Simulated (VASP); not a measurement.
# Sn under changes of volume

One of the cells (26.432 Å³/atom); the others are scaled copies at fixed shape and fractional positions:

```
Sn
1.0
    -1.70737    1.70620    2.26834
     1.70737   -1.70620    2.26834
     1.70737    1.70620   -2.26834
Sn
1
Direct
  0.00000 0.00000 0.00000
```

This isn't the form of Sn at room conditions, which is tetragonal (white tin).

- Program: VASP 6.6.1
- Functional: PBEsol
- Potentials or basis: VASP PAW PBE potentials, release 64 (Sn_d)
- Cutoff: 520 eV
- k mesh: 10 × 10 × 10
- Occupations: fermi-dirac, width 0.05 eV
- Spin: no spin polarisation

```csv
volume (Å³/atom),energy over the lowest point (meV/atom),pressure (GPa)
25.374,8.15,2.4
25.903,2.08,1.1
26.432,0.00,0.0
26.960,?,?
27.489,6.42,-2.0
```

**Question.** What does the run at 26.960 Å³/atom give?

**Answer.** Energy over the lowest point 1.57 meV/atom; pressure -1.1 GPa.

Worked out: A Birch-Murnaghan fit of order 2 (a polynomial in V^(-2/3)) to the other rows has its minimum at 26.46 Å³/atom with B0 = V·E''(V) = 55 GPa at fixed shape and positions, which overstates the stiffness. It gives 1.57 meV/atom at 26.960 Å³/atom, against the run's 1.57, and -dE/dV = -1.0 GPa, against -1.1.

Energies are extrapolated to zero smearing.

Caveats: the PAW data sets were made with another functional, which shifts forces and pressure a little.
